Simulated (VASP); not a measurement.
# Hf (Fm-3m) in VASP: notebook, part 2 of 2

VASP 6.6.1. The steps go on from the part before.

### 4 Electric field gradients, PBE (volume scaled by 1.04, crystal datasets)

Contents of INCAR:

```
PREC = Accurate
ENCUT = 520
EDIFF = 1E-8
ISMEAR = -1
SIGMA = 0.03
LREAL = False
LASPH = True
NELM = 100
ALGO = Normal
ISIF = 2
LWAVE = False
LCHARG = False
GGA = PE
LEFG = True
NBANDS = 11
```

Contents of KPOINTS:

```
regular mesh
0
Gamma
  16 16 16
```

Contents of POSCAR:

```
Hf
1.0
    0.0000000000      2.2492138765      2.2492138765
    2.2492138765      0.0000000000      2.2492138765
    2.2492138765      2.2492138765      0.0000000000
Hf
1
Direct
    0.0000000000      0.0000000000      0.0000000000
```

Potentials or basis: VASP PAW PBE potentials, release 64 (Hf_pv).

Run with:

```bash
$ cat potpaw_PBE.64/Hf_pv/POTCAR > POTCAR
$ mpirun -np 1 vasp_std > vasp.out
```

OUTCAR:

```text
PREC = Accurate
   ENCUT = 520
   EDIFF = 1E-8
   ISMEAR = -1
   LREAL = False
   LASPH = True
   NELM = 100
   ISIF = 2
   GGA = PE

 ion  position               nearest neighbor table
   1  0.000  0.000  0.000-

  LATTYP: Found a face centered cubic cell.
 ALAT       =     4.4984277530

  Lattice vectors:

 A1 = (   0.0000000000,   2.2492138765,   2.2492138765)
 A2 = (   2.2492138765,   0.0000000000,   2.2492138765)
 A3 = (   2.2492138765,   2.2492138765,   0.0000000000)

Analysis of symmetry for initial positions (statically):
=====================================================================
 Subroutine PRICEL returns:
 Original cell was already a primitive cell.

 Routine SETGRP: Setting up the symmetry group for a
 face centered cubic supercell.

 Subroutine GETGRP returns: Found 48 space group operations
 (whereof 48 operations were pure point group operations)
 out of a pool of 48 trial point group operations.

The static configuration has the point symmetry O_h .

Analysis of symmetry for dynamics (positions and initial velocities):
=====================================================================
 Subroutine PRICEL returns:
 Original cell was already a primitive cell.

 Routine SETGRP: Setting up the symmetry group for a
 face centered cubic supercell.

 Subroutine GETGRP returns: Found 48 space group operations
 (whereof 48 operations were pure point group operations)
 out of a pool of 48 trial point group operations.

The dynamic configuration has the point symmetry O_h .

 Subroutine INISYM returns: Found 48 space group operations
 (whereof 48 operations are pure point group operations),
 and found     1 'primitive' translations

----------------------------------------------------------------------------------------

                                     Primitive cell

  volume of cell :      22.7574

  direct lattice vectors                    reciprocal lattice vectors
     0.000000000  2.249213876  2.249213876    -0.222299891  0.222299891  0.222299891
     2.249213876  0.000000000  2.249213876     0.222299891 -0.222299891  0.222299891
     2.249213876  2.249213876  0.000000000     0.222299891  0.222299891 -0.222299891

  length of vectors
     3.180868769  3.180868769  3.180868769     0.385034706  0.385034706  0.385034706

  position of ions in fractional coordinates (direct lattice)
     0.000000000  0.000000000  0.000000000

  ion indices of the primitive-cell ions
   primitive index   ion index
                 1           1

----------------------------------------------------------------------------------------

 KPOINTS: regular mesh

Automatic generation of k-mesh.
 Grid dimensions read from file:
 generate k-points for:   16   16   16

 Generating k-lattice:

  Cartesian coordinates                     Fractional coordinates (reciprocal lattice)
[... 70 lines left out ...]
   PSTRESS=    0.0 pullay stress
   NELECT =      10.0000    total number of electrons
   NUPDOWN=      -1.0000    fix difference up-down
   EMIN   =  10.00;   EMAX   =-10.00  energy-range for DOS
   EFERMI =   0.00;   METHOD = LEGACY
   ISMEAR =    -1;   SIGMA  =   0.03  broadening in eV -4-tet -1-fermi 0-gaus
   EFERMI_NEDOS =   21; number of points for ismear=-14 and -15
   IALGO  =     38    algorithm
   IMIX   =      4    mixing-type and parameters
     AMIX     =   0.40;   BMIX     =  1.00
     AMIX_MAG =   1.60;   BMIX_MAG =  1.00
  volume/ion in A,a.u.               =      22.76       153.57
  Fermi-wavevector in a.u.,A,eV,Ry     =   1.244612  2.351976 21.076237  1.549060
  Thomas-Fermi vector in A             =   2.378871
   LORBIT       =      0    0 simple, 1 ext, 2 COOP (PROOUT), +10 PAW based schemes
   GGA     = PE    functional components
   LHFCALC =     F    Hartree Fock is set to
   AEXX    =    0.0000 exact exchange contribution
   IVDW    =     0    specifies the selected vdW correction
   LEPSILON=     F    determine dielectric tensor
   LRPA    =     F    only Hartree local field effects (RPA)
 non-spin polarized calculation
  energy-cutoff  :      520.00
  volume of cell :       22.76
 maximum number of plane-waves:       622
   NGX = 11   NGY = 11   NGZ = 11

 number of electron      10.0000000 magnetization

 number of electron       9.9999999 magnetization

 Free energy of the ion-electron system (eV)
  ---------------------------------------------------
  ext. energy  EPLUGINS =         0.00000000
  ---------------------------------------------------
  free energy    TOTEN  =        -9.85175809 eV

  energy without entropy =       -9.84571008  energy(sigma->0) =       -9.84873409

 E-fermi :   4.6168     XC(G=0): -11.2086

 val. band max:        4.6110610372   @ k =  -0.2500   0.0625   0.0000
 cond. band min:       4.6211398133   @ k =  -0.3125   0.3750   0.1250
 fundamental gap:      0.0100787761
 Fermi energy:         4.6167568283

 k-point     1 :       0.0000    0.0000    0.0000
  band No.  band energies     occupation
      1     -25.4561      2.00000
      2     -25.4561      2.00000
      3     -25.4561      2.00000
      4      -2.5290      2.00000
      5       6.0176      0.00000
      6       6.0176      0.00000
      7       6.0176      0.00000
      8       8.7470      0.00000
      9       8.7470      0.00000
     10      15.8801      0.00000
     11      17.6285      0.00000
[... 309 lines left out ...]
 k-point    24 :      -0.0625    0.0625    0.0000
  band No.  band energies     occupation
      1     -25.5304      2.00000
      2     -25.4777      2.00000
      3     -25.4614      2.00000
      4      -2.1757      2.00000
      5       5.6615      0.00000
      6       6.1816      0.00000
      7       6.1945      0.00000
      8       8.4143      0.00000
      9       8.7365      0.00000
     10      16.6525      0.00000
     11      17.6267      0.00000

 [... further k-points ...]

------------------------ aborting loop because EDIFF is reached ----------------------------------------

  FORCE on cell =-STRESS in cart. coord.  units (eV):
  Direction    XX          YY          ZZ          XY          YZ          ZX
  --------------------------------------------------------------------------------------
  -------------------------------------------------------------------------------------
  Total       -0.1882313     -0.1882313     -0.1882313      0.0000000      0.0000000      0.0000000
  in kB      -13.2519622    -13.2519622    -13.2519622      0.0000000      0.0000000      0.0000000
  external PRESSURE =     -13.2519622 kB  Pullay stress =       0.0000000 kB

 VOLUME and BASIS-vectors are now :
 -----------------------------------------------------------------------------
  energy-cutoff  :      520.00
  volume of cell :       22.76
      direct lattice vectors                 reciprocal lattice vectors
     0.000000000  2.249213876  2.249213876    -0.222299891  0.222299891  0.222299891
     2.249213876  0.000000000  2.249213876     0.222299891 -0.222299891  0.222299891
     2.249213876  2.249213876  0.000000000     0.222299891  0.222299891 -0.222299891

 POSITION                                       TOTAL-FORCE (eV/Angst)
 -----------------------------------------------------------------------------------
      0.00000      0.00000      0.00000        -0.000000     -0.000000     -0.000000
 -----------------------------------------------------------------------------------
    total drift:                                0.000000      0.000000     -0.000000

  FREE ENERGIE OF THE ION-ELECTRON SYSTEM (eV)
  ---------------------------------------------------
  free  energy   TOTEN  =        -9.8517580918 eV

  energy  without entropy=       -9.8457100786  energy(sigma->0) =       -9.84873409

 Electric field gradients (V/A^2)
---------------------------------------------------------------------
 ion       V_xx      V_yy      V_zz      V_xy      V_xz      V_yz
---------------------------------------------------------------------
   1      -0.000     0.000     0.000    -0.000    -0.000    -0.000
---------------------------------------------------------------------

 Electric field gradients after diagonalization (V/A^2)
 (convention: |V_zz| > |V_xx| > |V_yy|)
----------------------------------------------------------------------
 ion       V_xx      V_yy      V_zz     asymmetry (V_yy - V_xx)/ V_zz
----------------------------------------------------------------------
   1       0.000     0.000    -0.001       0.000
----------------------------------------------------------------------

           NMR quadrupolar parameters

 Cq : quadrupolar parameter    Cq=e*Q*V_zz/h
 eta: asymmetry parameters     (V_yy - V_xx)/ V_zz
 Q  : nuclear electric quadrupole moment in mb (millibarn)
----------------------------------------------------------------------
 ion       Cq(MHz)       eta       Q (mb)
----------------------------------------------------------------------
   1      -0.000       0.000       1.000
----------------------------------------------------------------------
```

OSZICAR:

```text
N       E                     dE             d eps       ncg     rms          rms(c)
DAV:   1     0.131837389791E+02    0.13184E+02   -0.57307E+03  3238   0.839E+02
DAV:   2    -0.971384722402E+01   -0.22898E+02   -0.22116E+02  4002   0.154E+02
DAV:   3    -0.101993282667E+02   -0.48548E+00   -0.48088E+00  4047   0.153E+01
DAV:   4    -0.102012046447E+02   -0.18764E-02   -0.18758E-02  3704   0.116E+00
DAV:   5    -0.102012150238E+02   -0.10379E-04   -0.10379E-04  4025   0.744E-02    0.456E+01
DAV:   6    -0.994178113525E+01    0.25943E+00   -0.21964E-01  3556   0.351E+00    0.271E+01
DAV:   7    -0.985655297699E+01    0.85228E-01   -0.33740E-01  3697   0.422E+00    0.122E+00
DAV:   8    -0.985173071766E+01    0.48223E-02   -0.26156E-02  3496   0.115E+00    0.381E-01
DAV:   9    -0.985175755307E+01   -0.26835E-04   -0.37236E-04  3889   0.172E-01    0.551E-02
DAV:  10    -0.985175802476E+01   -0.47168E-06   -0.27124E-05  3706   0.403E-02    0.576E-02
DAV:  11    -0.985175812133E+01   -0.96570E-07   -0.31936E-06  3797   0.135E-02    0.247E-03
DAV:  12    -0.985175813196E+01   -0.10633E-07   -0.47376E-08  3918   0.197E-03    0.807E-04
DAV:  13    -0.985175808773E+01    0.44230E-07   -0.67327E-10  2368   0.245E-04    0.169E-04
DAV:  14    -0.985175809175E+01   -0.40218E-08   -0.48878E-11  2129   0.693E-05
   1 F= -.98517581E+01 E0= -.98487341E+01  d E =-.604801E-02
```

stdout:

```text
POSCAR found type information on POSCAR Hf
 POSCAR found :  1 types and       1 ions
 scaLAPACK will be used
 LDA part: xc-table for (Slater+PW92), standard interpolation
 POSCAR, INCAR and KPOINTS ok, starting setup
 FFT: planning ... GRIDC
 FFT: planning ... GRID_SOFT
 FFT: planning ... GRID
 WAVECAR not read
 entering main loop
ion   1
```

It took 24 s on 1 thread of Intel Xeon Platinum 8488C (Sapphire Rapids), shared host; peak memory 0.16 GiB.

Results:

- Free energy: -9.8518 eV
- Pressure: -1.3 GPa
- Band gap on the k mesh: none (metal or under the smearing width)

Levels at points of the mesh, in eV from the Fermi level:
```tsv
k point	band 3	band 4	band 5	band 6	band 7	band 8
(0.00, 0.00, 0.00)	-30.07	-7.15	1.40	1.40	1.40	4.13
(0.50, 0.00, 0.00)	-30.18	-3.58	0.53	1.19	1.19	6.19
(0.50, 0.50, 0.00)	-30.35	-3.17	-2.06	2.44	6.21	6.80
```

Electric field gradients, principal values (V/Å²):
| atom | Vxx | Vyy | Vzz |
| --- | --- | --- | --- |
| 1 Hf | 0.000 | 0.000 | -0.001 |

### 5 Summary

| task | cell | k mesh for the DOS | occupations for the DOS | gap on the mesh (eV) | pressure (GPa) |
| --- | --- | --- | --- | --- | --- |
| density of states | as given | 24 × 24 × 24 | tetrahedron | - | - |
| electric field gradients | volume scaled by 0.98, PAW files | - | - | none | 5.0 |
| electric field gradients | volume scaled by 1.04, crystal datasets | - | - | none | -1.3 |

Alike in all rows: level PBE; potentials or basis VASP PAW PBE potentials, release 64 (Hf_pv); no spin polarisation; k mesh 16 × 16 × 16; cutoff (eV) 520; smearing fermi-dirac 0.03 eV.

Absolute energies hang on the potentials; compare differences alone.
